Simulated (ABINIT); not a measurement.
The system is Ge.

```
Ge
1.0
     0.00000    2.82891    2.82891
     2.82891    0.00000    2.82891
     2.82891    2.82891    0.00000
Ge
2
Direct
  0.75000 0.75000 0.75000
  0.50000 0.50000 0.50000
```

Base run:

```yaml
Program: ABINIT 10.8.3 (patched build)
Functional: RPBE
Potentials_or_basis: JTH PAW PBE v2.0
Cutoff: 544 eV
k_mesh: 8 × 8 × 8
Occupations: fermi-dirac, width 0.05 eV
Spin: no spin polarisation
```

Its results: band gap on the k mesh 0.11 eV, direct.

Task: The run is repeated on the same cell with these changes: functional from RPBE to BLYP. What comes out?

Result: Band gap on the k mesh none (metal or under the smearing width).

Caveats: this crystal is a semiconductor, whose small gap the functional closes, so the metal is an error of the method (some runs).

A k mesh can miss the band edges.

Not every run made on this cell is shown here.
